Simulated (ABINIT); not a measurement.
# Pb (Fm-3m) in ABINIT: a series of runs, part 2 of 2

ABINIT 10.8.3 (patched build). The steps go on from the part before.

**3. Equation of state, rPW86PBE**

run.abi reads:

```
ndtset 7
getwfk -1
scalecart1 3*0.9795861087
scalecart2 3*0.9864848297
scalecart3 3*0.9932883884
scalecart4 3*1.0000000000
scalecart5 3*1.0066227096
scalecart6 3*1.0131594038
scalecart7 3*1.0196128224

pp_dirpath "./"
pseudos "Pb.GGA_PBE-JTH_sp.xml"

acell 6.6144323282 6.6144323282 6.6144323282
rprim
     0.0000000000     0.7071067812     0.7071067812
     0.7071067812     0.0000000000     0.7071067812
     0.7071067812     0.7071067812     0.0000000000
ntypat 1
znucl 82
natom 1
typat 1
xred
     0.0000000000     0.0000000000     0.0000000000

ecut 408.170794 eV
pawecutdg 30.0

kptopt 1
ngkpt 9 9 9
nshiftk 1
shiftk 0.0 0.0 0.0

ixc -144130

nband 6
occopt 3
tsmear 0.00183747

nstep 100
tolvrs 1.0e-9

iomode 3
prtwf 1
prtden 0
prteig 0
prtebands 0
enunit 1
```

Potentials or basis: JTH PAW PBE v2.0 sp.

Started as:

```sh
abinit run.abi > log 2>&1
```

run.abo:

```text
.Version 10.8.3 of ABINIT
 DATASET    1 : space group Fm -3 m (#225); Bravais cF (face-center cubic)
================================================================================
 Values of the parameters that define the memory need for DATASET  1.
     intxc =       0    ionmov =       0      iscf =      17    lmnmax =      13
     lnmax =       5     mgfft =      24  mpssoang =       3    mqgrid =    3001
     natom =       1  nloc_mem =       2    nspden =       1   nspinor =       1
    nsppol =       1      nsym =      48    n1xccc =       1    ntypat =       1
    occopt =       3   xclevel =       2
       mpw =         543          nfft =       13824          nkpt =          35
 PAW method is used; the additional fine FFT grid is defined by:
   mgfftf=        32    nfftf =     32768
================================================================================
================================================================================
[... 71 lines left out ...]
 DATASET    7 : space group Fm -3 m (#225); Bravais cF (face-center cubic)
================================================================================
 Values of the parameters that define the memory need for DATASET  7.
     intxc =       0    ionmov =       0      iscf =      17    lmnmax =      13
     lnmax =       5     mgfft =      24  mpssoang =       3    mqgrid =    3001
     natom =       1  nloc_mem =       2    nspden =       1   nspinor =       1
    nsppol =       1      nsym =      48    n1xccc =       1    ntypat =       1
    occopt =       3   xclevel =       2
       mpw =         612          nfft =       13824          nkpt =          35
 PAW method is used; the additional fine FFT grid is defined by:
   mgfftf=        36    nfftf =     46656
================================================================================
================================================================================

--------------------------------------------------------------------------------
------------- Echo of variables that govern the present computation ------------
--------------------------------------------------------------------------------
 -outvars: echo values of preprocessed input variables --------
            acell      6.6144323282E+00  6.6144323282E+00  6.6144323282E+00 Bohr
              amu      2.07200000E+02
             ecut      1.50000000E+01 Hartree
           enunit           1
           getwfk          -1
              ixc     -144130
           jdtset        1    2    3    4    5    6    7
         kptrlatt        9    0    0      0    9    0      0    0    9
          kptrlen1     5.83146542E+01
          kptrlen2     5.87253343E+01
          kptrlen3     5.91303494E+01
          kptrlen4     5.95298910E+01
          kptrlen5     5.99241401E+01
          kptrlen6     6.03132688E+01
          kptrlen7     6.06974401E+01
            natom           1
            nband           6
           ndtset           7
            ngfft          24      24      24
          ngfftdg1         32      32      32
          ngfftdg2         36      36      36
          ngfftdg3         36      36      36
          ngfftdg4         36      36      36
          ngfftdg5         36      36      36
          ngfftdg6         36      36      36
          ngfftdg7         36      36      36
             nkpt          35
            nstep         100
             nsym          48
           ntypat           1
           occopt           3
        pawecutdg      3.00000000E+01 Hartree
         pawxcdev           0
           prtden           0
        prtebands           0
           prteig           0
            rprim1     0.0000000000E+00  6.9267198023E-01  6.9267198023E-01
                       6.9267198023E-01  0.0000000000E+00  6.9267198023E-01
                       6.9267198023E-01  6.9267198023E-01  0.0000000000E+00
            rprim2     0.0000000000E+00  6.9755011263E-01  6.9755011263E-01
                       6.9755011263E-01  0.0000000000E+00  6.9755011263E-01
                       6.9755011263E-01  6.9755011263E-01  0.0000000000E+00
            rprim3     0.0000000000E+00  7.0236095512E-01  7.0236095512E-01
                       7.0236095512E-01  0.0000000000E+00  7.0236095512E-01
                       7.0236095512E-01  7.0236095512E-01  0.0000000000E+00
            rprim4     0.0000000000E+00  7.0710678120E-01  7.0710678120E-01
                       7.0710678120E-01  0.0000000000E+00  7.0710678120E-01
                       7.0710678120E-01  7.0710678120E-01  0.0000000000E+00
            rprim5     0.0000000000E+00  7.1178974407E-01  7.1178974407E-01
                       7.1178974407E-01  0.0000000000E+00  7.1178974407E-01
                       7.1178974407E-01  7.1178974407E-01  0.0000000000E+00
            rprim6     0.0000000000E+00  7.1641188486E-01  7.1641188486E-01
                       7.1641188486E-01  0.0000000000E+00  7.1641188486E-01
                       7.1641188486E-01  7.1641188486E-01  0.0000000000E+00
            rprim7     0.0000000000E+00  7.2097514092E-01  7.2097514092E-01
                       7.2097514092E-01  0.0000000000E+00  7.2097514092E-01
                       7.2097514092E-01  7.2097514092E-01  0.0000000000E+00
          spgroup         225
           tolvrs      1.00000000E-09
           tsmear      1.83747000E-03 Hartree
            typat      1
           useylm           1
            znucl       82.00000

================================================================================

 chkinp: Checking input parameters for consistency, jdtset=   1.

 chkinp: Checking input parameters for consistency, jdtset=   2.
[... 36 lines left out ...]
 getcut: wavevector=  0.0000  0.0000  0.0000  ngfft=  32  32  32
         ecut(hartree)=     30.000   => boxcut(ratio)=   2.00304

--- Pseudopotential description ------------------------------------------------
- pspini: atom type   1  psp file is ./Pb.GGA_PBE-JTH_sp.xml
 Pseudopotential format is: paw10
 basis_size (lnmax)=  5 (lmn_size= 13), orbitals=   0   0   1   1   2
 Spheres core radius: rc_sph= 2.91365156
 Shapefunction is SIN type: shapef(r)=[sin(pi*r/rshp)/(pi*r/rshp)]**2
 Radius for shape functions =  2.21205640
 Compensation charge density is not taken into account in XC energy/potential

   1.63392731E+02                                ecore*ucvol(ha*bohr**3)
--------------------------------------------------------------------------------

[... 1157 lines left out ...]
-Cartesian components of stress tensor (GPa)         [Pressure=  2.5248E+00 GPa]
- sigma(1 1)= -2.52476710E+00  sigma(3 2)=  0.00000000E+00
- sigma(2 2)= -2.52476710E+00  sigma(3 1)=  0.00000000E+00
- sigma(3 3)= -2.52476710E+00  sigma(2 1)=  0.00000000E+00

== END DATASET(S) ==============================================================
================================================================================

 -outvars: echo values of variables after computation  --------
            acell      6.6144323282E+00  6.6144323282E+00  6.6144323282E+00 Bohr
           etotal1    -3.7009321205E+00
           etotal2    -3.7022165826E+00
           etotal3    -3.7032862408E+00
           etotal4    -3.7041627480E+00
           etotal5    -3.7048679603E+00
           etotal6    -3.7054210302E+00
           etotal7    -3.7058369625E+00
            fcart1    -0.0000000000E+00 -0.0000000000E+00 -0.0000000000E+00
            fcart2    -0.0000000000E+00 -0.0000000000E+00 -0.0000000000E+00
            fcart3    -0.0000000000E+00 -0.0000000000E+00 -0.0000000000E+00
            fcart4    -0.0000000000E+00 -0.0000000000E+00 -0.0000000000E+00
            fcart5    -0.0000000000E+00 -0.0000000000E+00 -0.0000000000E+00
            fcart6    -0.0000000000E+00 -0.0000000000E+00 -0.0000000000E+00
            fcart7    -0.0000000000E+00 -0.0000000000E+00 -0.0000000000E+00
            rprim1     0.0000000000E+00  6.9267198023E-01  6.9267198023E-01
                       6.9267198023E-01  0.0000000000E+00  6.9267198023E-01
                       6.9267198023E-01  6.9267198023E-01  0.0000000000E+00
[... 17 lines left out ...]
                       7.2097514092E-01  7.2097514092E-01  0.0000000000E+00
           strten1    -3.4207681520E-04 -3.4207681520E-04 -3.4207681520E-04
                       0.0000000000E+00  0.0000000000E+00  0.0000000000E+00
           strten2    -2.8649694539E-04 -2.8649694539E-04 -2.8649694539E-04
                       0.0000000000E+00  0.0000000000E+00  0.0000000000E+00
           strten3    -2.3662771265E-04 -2.3662771265E-04 -2.3662771265E-04
                       0.0000000000E+00  0.0000000000E+00  0.0000000000E+00
           strten4    -1.9218100177E-04 -1.9218100177E-04 -1.9218100177E-04
                       0.0000000000E+00  0.0000000000E+00  0.0000000000E+00
           strten5    -1.5278519454E-04 -1.5278519454E-04 -1.5278519454E-04
                       0.0000000000E+00  0.0000000000E+00  0.0000000000E+00
           strten6    -1.1763882737E-04 -1.1763882737E-04 -1.1763882737E-04
                       0.0000000000E+00  0.0000000000E+00  0.0000000000E+00
           strten7    -8.5815089466E-05 -8.5815089466E-05 -8.5815089466E-05
                       0.0000000000E+00  0.0000000000E+00  0.0000000000E+00
 Calculation completed.
```

Wall time 42 s (1 thread of Arm Neoverse V1, shared host); peak memory 0.13 GiB.

What came out:

```yaml
Equilibrium_volume: "34.27 Å³/atom (rough: see the caveat)"
Bulk_modulus: 33 GPa (rough)
```

Energy against volume, from the lowest point:
```csv
volume (Å³/atom),energy (meV/atom)
28.503,133.47
29.110,98.52
29.716,69.41
30.323,45.56
30.929,26.37
31.535,11.32
32.142,0.00
```

Caveat: pressures at fixed basis lie under the slope of the energies; the minimum lies outside the volumes run; the PAW data sets were made with another functional, which shifts forces and pressure a little; this set keeps more shells in the core, which shifts pressures and gaps.

**4. Band structure, PBEsol**

run.abi reads:

```
# Datasets: ground state, then fixed potential
ndtset 2

# Pseudopotentials
pp_dirpath "./"
pseudos "Pb.GGA_PBE-JTH.xml"

# Structure
acell 3*1.0
rprim
     0.0000000000     4.6771099530     4.6771099530
     4.6771099530     0.0000000000     4.6771099530
     4.6771099530     4.6771099530     0.0000000000
ntypat 1
znucl 82
natom 1
typat 1
xred
     0.0000000000     0.0000000000     0.0000000000

# Plane-wave basis
ecut 17.0
pawecutdg 34.0

# Exchange and correlation
ixc -116133

# Bands and occupations
occopt 3
tsmear 0.05 eV

# SCF cycle
nstep 100

# Output
iomode 3
prtwf 0
prteig 0
prtebands 0
enunit 2
prtden1 1

# Dataset 1
kptopt1 1
ngkpt1 9 9 9
nshiftk1 1
shiftk1 0.0 0.0 0.0
nband1 11
tolvrs1 1.0e-9

# Dataset 2: bands along G-X-W-K-G-L-U-W-L-K
iscf2 -2
getden2 1
nband2 15
nbdbuf2 2
tolwfr2 1.0e-12
kptopt2 -9
ndivsm2 8
prteig2 1
prtvol2 -3
kptbounds2
     0.0000000000     0.0000000000     0.0000000000
     0.5000000000     0.0000000000     0.5000000000
     0.5000000000     0.2500000000     0.7500000000
     0.3750000000     0.3750000000     0.7500000000
     0.0000000000     0.0000000000     0.0000000000
     0.5000000000     0.5000000000     0.5000000000
     0.6250000000     0.2500000000     0.6250000000
     0.5000000000     0.2500000000     0.7500000000
     0.5000000000     0.5000000000     0.5000000000
     0.3750000000     0.3750000000     0.7500000000
```

Potentials or basis: JTH PAW PBE v2.0.

Started as:

```sh
abinit run.abi > log 2>&1
```

run.abo:

```text
.Version 10.8.3 of ABINIT
 DATASET    1 : space group Fm -3 m (#225); Bravais cF (face-center cubic)
================================================================================
 Values of the parameters that define the memory need for DATASET  1.
     intxc =       0    ionmov =       0      iscf =      17    lmnmax =      18
     lnmax =       6     mgfft =      27  mpssoang =       3    mqgrid =    3001
     natom =       1  nloc_mem =       2    nspden =       1   nspinor =       1
    nsppol =       1      nsym =      48    n1xccc =       1    ntypat =       1
    occopt =       3   xclevel =       2
       mpw =         696          nfft =       19683          nkpt =          35
 PAW method is used; the additional fine FFT grid is defined by:
   mgfftf=        36    nfftf =     46656
================================================================================
================================================================================

 DATASET    2 : space group Fm -3 m (#225); Bravais cF (face-center cubic)
================================================================================
 Values of the parameters that define the memory need for DATASET  2.
     intxc =       0    ionmov =       0      iscf =      -2    lmnmax =      18
     lnmax =       6     mgfft =      27  mpssoang =       3    mqgrid =    3001
     natom =       1  nloc_mem =       2    nspden =       1   nspinor =       1
    nsppol =       1      nsym =      48    n1xccc =       1    ntypat =       1
    occopt =       3   xclevel =       2
       mpw =         700          nfft =       19683          nkpt =         139
 PAW method is used; the additional fine FFT grid is defined by:
   mgfftf=        36    nfftf =     46656
================================================================================
================================================================================

--------------------------------------------------------------------------------
[... 1567 lines left out ...]
   0.38325    0.50936    0.72024    0.83766    0.84071    0.89747    0.89763
 kpt# 138, nband= 15, wtk=  1.00000, kpt=  0.3839  0.3839  0.7321 (reduced coord)
  -0.36426   -0.35976   -0.35417   -0.35414   -0.35165    0.00966    0.18119    0.21556
   0.37716    0.50526    0.70057    0.85656    0.86246    0.89335    0.89957
 kpt# 139, nband= 15, wtk=  1.00000, kpt=  0.3750  0.3750  0.7500 (reduced coord)
  -0.36452   -0.36034   -0.35380   -0.35371   -0.35148    0.01230    0.17873    0.21779
   0.37196    0.50186    0.68155    0.86714    0.88472    0.89279    0.90731
 Eigenvalues (   eV  ) for nkpt= 139  k points:
 kpt#   1, nband= 15, wtk=  1.00000, kpt=  0.0000  0.0000  0.0000 (reduced coord)
  -9.83350   -9.83350   -9.83350   -9.69287   -9.69287   -4.61537   14.55093   14.55093
  14.55093   16.99656   18.44470   19.67910   19.67910   19.67910   21.98131
 kpt#   2, nband= 15, wtk=  1.00000, kpt=  0.0217  0.0000  0.0217 (reduced coord)
  -9.83382   -9.83032   -9.83032   -9.69314   -9.69146   -4.60326   14.45526   14.49227
  14.49227   16.94646   18.55396   19.75105   19.75269   19.75269   21.79116
 kpt#   3, nband= 15, wtk=  1.00000, kpt=  0.0435  0.0000  0.0435 (reduced coord)
  -9.83631   -9.82714   -9.82714   -9.69560   -9.69009   -4.56690   14.19532   14.32596
  14.32596   16.81014   18.84723   19.95248   19.96196   19.96196   21.23562
 kpt#   4, nband= 15, wtk=  1.00000, kpt=  0.0652  0.0000  0.0652 (reduced coord)
  -9.84013   -9.82049   -9.82049   -9.69953   -9.68730   -4.50629   13.82512   14.07530
  14.07530   16.61705   19.22276   20.25403   20.28455   20.28455   20.62776
 kpt#   5, nband= 15, wtk=  1.00000, kpt=  0.0870  0.0000  0.0870 (reduced coord)
  -9.84471   -9.81131   -9.81131   -9.70475   -9.68328   -4.42142   13.38944   13.76648
  13.76648   16.39399   19.31519   20.35430   20.62884   20.69386   20.69386
 kpt#   6, nband= 15, wtk=  1.00000, kpt=  0.1087  0.0000  0.1087 (reduced coord)
  -9.85126   -9.79957   -9.79957   -9.71102   -9.67845   -4.31228   12.91531   13.42187
[... 386 lines left out ...]
  -9.88790   -9.75664   -9.68575   -9.66277   -9.57093   -0.13276    4.30878    7.09303
  10.82402   14.14421   20.70848   21.49316   21.86460   24.52953   24.62950
 kpt# 136, nband= 15, wtk=  1.00000, kpt=  0.4018  0.4018  0.6964 (reduced coord)
  -9.89624   -9.76224   -9.66685   -9.65960   -9.57191    0.01311    4.56139    6.55723
  10.61660   13.99228   20.14961   22.13181   22.38060   24.45684   24.54302
 kpt# 137, nband= 15, wtk=  1.00000, kpt=  0.3929  0.3929  0.7143 (reduced coord)
  -9.90469   -9.77458   -9.65027   -9.64977   -9.57154    0.14954    4.79603    6.11578
  10.42873   13.86051   19.59884   22.79397   22.87697   24.42142   24.42567
 kpt# 138, nband= 15, wtk=  1.00000, kpt=  0.3839  0.3839  0.7321 (reduced coord)
  -9.91212   -9.78954   -9.63753   -9.63671   -9.56880    0.26276    4.93049    5.86558
  10.26300   13.74869   19.06351   23.30808   23.46880   24.30926   24.47860
 kpt# 139, nband= 15, wtk=  1.00000, kpt=  0.3750  0.3750  0.7500 (reduced coord)
  -9.91920   -9.80542   -9.62750   -9.62493   -9.56422    0.33465    4.86342    5.92643
  10.12154   13.65638   18.54600   23.59597   24.07451   24.29417   24.68913

== END DATASET(S) ==============================================================
================================================================================

 -outvars: echo values of variables after computation  --------
            acell      1.0000000000E+00  1.0000000000E+00  1.0000000000E+00 Bohr
           etotal1    -6.1238442970E+01
            fcart1    -0.0000000000E+00 -0.0000000000E+00 -0.0000000000E+00
            rprim      0.0000000000E+00  4.6771099530E+00  4.6771099530E+00
                       4.6771099530E+00  0.0000000000E+00  4.6771099530E+00
                       4.6771099530E+00  4.6771099530E+00  0.0000000000E+00
           strten1     8.7618934787E-05  8.7618934787E-05  8.7618934787E-05
                       0.0000000000E+00  0.0000000000E+00  0.0000000000E+00
 Calculation completed.
```

Wall time 50 s (1 thread of Arm Neoverse V1, shared host); peak memory 0.11 GiB.

Results:

```yaml
Free_energy: -1666.3829 eV
Band_gap_on_the_k_mesh: none (metal or under the smearing width)
Valence_electrons_inside_the_program's_atomic_spheres: Pb 11.40 (radii [1.2714] Å)
```

Levels at the corners of the path, in eV from the Fermi level:
| point | band 3 | band 4 | band 5 | band 6 | band 7 | band 8 | band 9 | band 10 | band 11 | band 12 |
| --- | --- | --- | --- | --- | --- | --- | --- | --- | --- | --- |
| Γ | -16.84 | -16.70 | -16.70 | -11.63 | 7.54 | 7.54 | 7.54 | 9.99 | 11.43 | 12.67 |
| X | -16.58 | -16.53 | -16.53 | -6.59 | -3.14 | 2.18 | 2.18 | 5.54 | 6.85 | 18.77 |
| W | -16.78 | -16.66 | -16.53 | -6.49 | -1.23 | -1.23 | 0.41 | 10.99 | 12.38 | 12.38 |
| K | -16.64 | -16.64 | -16.58 | -6.68 | -2.15 | -1.08 | 3.11 | 6.65 | 11.53 | 16.58 |
| Γ | -16.84 | -16.70 | -16.70 | -11.63 | 7.54 | 7.54 | 7.54 | 9.99 | 11.43 | 12.67 |
| L | -16.83 | -16.57 | -16.57 | -8.00 | -4.08 | 5.71 | 5.71 | 9.43 | 9.63 | 11.38 |
| U | -16.64 | -16.64 | -16.58 | -6.68 | -2.15 | -1.08 | 3.11 | 6.65 | 11.53 | 16.58 |
| W | -16.78 | -16.66 | -16.53 | -6.49 | -1.23 | -1.23 | 0.41 | 10.99 | 12.38 | 12.38 |
| L | -16.83 | -16.57 | -16.57 | -8.00 | -4.08 | 5.71 | 5.71 | 9.43 | 9.63 | 11.38 |
| K | -16.64 | -16.64 | -16.58 | -6.68 | -2.15 | -1.08 | 3.11 | 6.65 | 11.53 | 16.58 |

Caveat: the cutoff is too short for stress, so the log's stress isn't used; the PAW data sets were made with another functional, which shifts forces and pressure a little; spin-orbit coupling is left out, which moves the levels of the heavy elements.

**5. Equation of state, r2SCAN**

run.abi reads:

```
# Datasets: one volume each
ndtset 7
getwfk -1
scalecart1 3*0.9795861087
scalecart2 3*0.9864848297
scalecart3 3*0.9932883884
scalecart4 3*1.0000000000
scalecart5 3*1.0066227096
scalecart6 3*1.0131594038
scalecart7 3*1.0196128224

# Pseudopotentials
pp_dirpath "./"
pseudos "Pb.hgh"

# Structure
acell 3.5002068511 3.5002068511 3.5002068511 Angstrom
rprim
     0.0000000000     0.7071067812     0.7071067812
     0.7071067812     0.0000000000     0.7071067812
     0.7071067812     0.7071067812     0.0000000000
ntypat 1
znucl 82
natom 1
typat 1
xred
     0.0000000000     0.0000000000     0.0000000000

# Plane-wave basis
ecut 517.016339 eV

# k points
kptopt 1
ngkpt 9 9 9
nshiftk 1
shiftk 0.0 0.0 0.0

# Exchange and correlation
ixc -497498
usekden 1

# Bands and occupations
nband 6
occopt 3
tsmear 0.00183747

# SCF cycle
nstep 100
tolvrs 1.0e-9

# Output
iomode 3
prtwf 1
prtden 0
prteig 0
prtebands 0
```

Potentials or basis: HGH LDA.

Started as:

```sh
abinit run.abi > log 2>&1
```

It took 88 s on 1 thread of Arm Neoverse V1, shared host; peak memory 0.1 GiB.

Results (log left out):

```
Equilibrium volume : 28.75 Å³/atom (rough: see the caveat)
Bulk modulus       : 49 GPa (rough)
```

Energy against volume, from the lowest point:
| volume (Å³/atom) | energy (meV/atom) |
| --- | --- |
| 28.503 | 0.00 |
| 29.110 | 0.34 |
| 29.716 | 4.33 |
| 30.323 | 11.61 |
| 30.929 | 21.82 |
| 31.535 | 34.70 |
| 32.142 | 49.88 |

Caveat: a meta-GGA on norm-conserving files made for a GGA shifts volumes by about 1 %; pressures at fixed basis lie under the slope of the energies; the potentials were made for another functional, which shifts forces and pressure; the fit is rough or its minimum lies at the end of the range; HGH potentials are hard and often keep d shells in the core, so these values are rough.

**6. How close it comes**

Step 2. The cell as given is a measured one (30.32 Å³/atom); PW91 puts the equilibrium volume +4.9 % from it, thermal expansion not counted.
